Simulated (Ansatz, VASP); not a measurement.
# Cross-check of WS2 between VASP and Ansatz, part 2 of 2

One calculation is typed for both programs; each brings its own data sets. How far apart do they land? Of the first pair: The structure shown is the start of the Ansatz relaxation below; VASP solves that cell, so the two are compared at the walk's first step.

VASP 6.6.1 and Ansatz 0.2.0.

So far. Step 4 (Differences): The forces differ by 34 meV/Å r.m.s., which is 15.5 % of the r.m.s. force of 0.218 eV/Å (both taken over all components). With vacuum in the cell, a pressure given here is an average over mostly empty space and none of the material.

**5. Ansatz: relaxation, RPBE with D3(BJ)**

Level of this step: Ansatz beside VASP: Kohn-Sham DFT, plane waves, RPBE with D3(BJ) (Ansatz).

This run makes the geometry at which the two programs are then compared.

The structure compared here is the end of the Ansatz relaxation.

input.yaml

```yaml
crystal:
  lattice:
    - [3.1532, 0.0, 0.0]
    - [-1.5766, 2.730751303, 0.0]
    - [0.0, 0.0, 25.303865]
  atoms:
    - { symbol: S, position: [0.333333333, 0.666666667, 0.683842765] }
    - { symbol: W, position: [0.666666667, 0.333333333, 0.621750175] }
    - { symbol: S, position: [0.333333333, 0.666666667, 0.559657586] }
    - { symbol: S, position: [0.666666667, 0.333333333, 0.440342414] }
    - { symbol: W, position: [0.333333333, 0.666666667, 0.378249825] }
    - { symbol: S, position: [0.666666667, 0.333333333, 0.316157235] }
kpoints:
  mp_grid: { grid: [12, 12, 1] }
scf:
  occupations: { method: fermi_dirac, width: 0.02 }
  n_extra_bands: 8
hamiltonian:
  xc: rpbe
  pseudopotentials: { kind: paw }
  dispersion: d3bj
output:
  forces: true
  write_potential: true
  volumetric_format: []
relax:
  f_tol: 0.01
  max_steps: 40
  cell: { fix: [c, alpha, beta] }
```

Launch:

```bash
> ansatz run input.yaml --threads 4 --pin off --max-ram 8192MiB --backend cpu --events-out ev --progress --plain --runs-dir out
```

Numbers of over 12 decimals in the logs are rounded to 6 here.

The program printed:

```text
[...]
Crystal: 6 atoms, lattice volume = 217.882 Å³
Basis set: ecut = 420 eV, 4213 PW (Γ), exchange–correlation on 48×48×360 points (8 copies of the dense FFT grid, shifted against one another)
Bands: 34, of which v1, the nominal top of the filled ones, is band 26 counted from 1 (25 counted from 0)
Symmetry: 12 space group operations
[...]
k-points: 19 of 144
[...]
cell:  # Å, volume = 198.9658 Å³
    - [3.013218, 0.0, 0]
    - [-1.506609, 2.609523, 0]
    - [0, 0, 25.303865]
  atoms:
    - { symbol: S, position: [0.333333, 0.666667, 0.674155] }
    - { symbol: W, position: [0.666667, 0.333333, 0.610894] }
    - { symbol: S, position: [0.333333, 0.666667, 0.547668] }
    - { symbol: S, position: [0.666667, 0.333333, 0.452332] }
    - { symbol: W, position: [0.333333, 0.666667, 0.389106] }
    - { symbol: S, position: [0.666667, 0.333333, 0.325845] }
[key lines of the parts left out:]
SCF converged after 8 iterations
Free energy (F): -24434.722943 eV
Fermi energy:    4.503024 eV
P = ⅓ Tr σ = -0.0029 GPa (-0.029 kbar)
```

**6. VASP: single point, RPBE with D3(BJ), relaxed cell, pair 2**

The same cell, functional, mesh and smearing now go to VASP, with its own data sets.

INCAR

```
SYSTEM = WS2
PREC = Accurate
ENCUT = 600
EDIFF = 1E-06
NELM = 120
ISMEAR = -1
SIGMA = 0.02
LREAL = .FALSE.
ALGO = Normal
GGA = RP
IVDW = 12
NBANDS = 24
LASPH = .TRUE.
LORBIT = 11
LWAVE = .FALSE.
LCHARG = .FALSE.
ISIF = 2
GGA_COMPAT = .FALSE.
EFERMI = MIDGAP
KPAR = 2
```

POSCAR

```
WS2
1.0
    3.0132177356      0.0000000000      0.0000000000
   -1.5066088678      2.6095231062      0.0000000000
    0.0000000000      0.0000000000     25.3038650000
S W
4 2
Direct
    0.3333333333      0.6666666667      0.6741545811
    0.3333333333      0.6666666667      0.5476682684
    0.6666666667      0.3333333333      0.4523317316
    0.6666666667      0.3333333333      0.3258454189
    0.6666666667      0.3333333333      0.6108942068
    0.3333333333      0.6666666667      0.3891057932
```

KPOINTS

```
Automatic mesh
0
Gamma
12 12 1
0 0 0
```

PAW data sets: S and W (PBE family, release 64).

Launch:

```bash
> mpirun -np 2 vasp_std
```

The program printed:

```text
[banner, memory and clock lines left out]
running    2 mpi-ranks, on    1 nodes
[...]
[... a notice as in an earlier step ...]

 LDA part: xc-table for (Slater+PW92), standard interpolation
 POSCAR, INCAR and KPOINTS ok, starting setup
[...]
entering main loop
       N       E                     dE             d eps       ncg     rms          rms(c)
DAV:   1     0.282968832696E+03    0.28297E+03   -0.15764E+04   912   0.138E+03
DAV:   2    -0.170586885098E+02   -0.30003E+03   -0.28933E+03  1368   0.275E+02
DAV:   3    -0.452747374592E+02   -0.28216E+02   -0.27870E+02  1208   0.885E+01
DAV:   4    -0.460385294779E+02   -0.76379E+00   -0.76006E+00  1288   0.164E+01
[...]
DAV:  18    -0.437073785904E+02   -0.11739E-04   -0.33465E-06  1000   0.531E-03    0.479E-03
DAV:  19    -0.437074030749E+02   -0.24485E-04   -0.22173E-06   888   0.576E-03    0.253E-03
DAV:  20    -0.437074037953E+02   -0.72045E-06   -0.47479E-07   816   0.319E-03
   1 F= -.57721575E+02 E0= -.57721575E+02  d E =-.149659E-10
```

Parts of OUTCAR (step 6):

```text
 Edisp (eV)  -14.01417

  Total      -0.43045    -0.43045    -0.26140     0.00000     0.00000     0.00000
  in kB      -3.46617    -3.46617    -2.10496     0.00000     0.00000     0.00000
  external pressure =       -3.01 kB  Pullay stress =        0.00 kB

 POSITION                                       TOTAL-FORCE (eV/Angst)
 -----------------------------------------------------------------------------------
     -0.00000      1.73968     17.05872        -0.000000      0.000000     -0.036363
     -0.00000      1.73968     13.85812        -0.000000     -0.000000      0.030650
      1.50661      0.86984     11.44574         0.000000      0.000000     -0.030650
      1.50661      0.86984      8.24515         0.000000     -0.000000      0.036363
      1.50661      0.86984     15.45798        -0.000000      0.000000      0.003308
     -0.00000      1.73968      9.84588        -0.000000     -0.000000     -0.003308
 -----------------------------------------------------------------------------------
    total drift:                               -0.000000     -0.000000      0.000000

  FREE ENERGIE OF THE ION-ELECTRON SYSTEM (eV)
  ---------------------------------------------------
  free  energy   TOTEN  =       -57.7215749163 eV

  energy  without entropy=      -57.7215749162  energy(sigma->0) =      -57.72157492

[... 1 part as in an earlier step ...]

[... 2 further parts left out ...]
[key lines of the parts left out:]
E-fermi :   1.6670
```

**7. Side by side**

What differs besides the data sets and the points named for the pairs above, as far as they apply: the data sets hold 52 valence electrons in Ansatz (on its default PAW (the set named soft_2) files) and 36 in VASP; the cutoff is 420 eV in Ansatz and 600 eV in VASP; Ansatz's pressure holds a Pulay correction, VASP's none. Total energies have different zeros and are not compared.

Both answers:

| quantity | Ansatz | VASP | difference |
| --- | --- | --- | --- |
| pressure (GPa) | 0.00 | -0.30 | +0.30 |
| gap on the k mesh (eV) | 0.847 | 0.872 | -0.026 |

At this near-relaxed geometry the largest component of a force difference is 36 meV/Å. A gap on the mesh is an upper bound, since the band edges may lie between its points; neither run holds spin-orbit coupling, which can move the band edges of a compound of W. With vacuum in the cell, a pressure given here is an average over mostly empty space and none of the material.

**8. Results**

| Quantity | Value |
| --- | --- |
| r.m.s. force difference (single point, RPBE with D3(BJ), start cell, pair 1) | 16 % of the r.m.s. force |
| r.m.s. force difference (single point, RPBE with D3(BJ), relaxed cell, pair 2) | 16 meV/Å |

The r.m.s. force difference is 16 % of the r.m.s. force (single point, RPBE with D3(BJ), start cell, pair 1), beyond the 3 % picked in this series as the mark of a large difference. The data sets hold unlike numbers of valence electrons (52 in Ansatz and 36 in VASP), so part of the differences comes from the potentials. What causes the difference of the single point, RPBE with D3(BJ), start cell, pair 1 pair stays open here. What causes the difference of the single point, RPBE with D3(BJ), relaxed cell, pair 2 pair stays open here. Such differences can come from data sets, numerical settings and the points named under the comparisons, not from the functional's error against experiment.

[Lines on the potential files, build, host, timing and source positions are cut from VASP's logs without a mark.]

[Logs are printed without paths, hosts, clocks, repeated set-up lines and the standing remarks that a program may print on its own settings, such as how far it seeks lower states.]

[Hosts, paths, dates, database ids (printed as entryN), source tags and the programs' standing remarks are cut or masked in the printed files.]
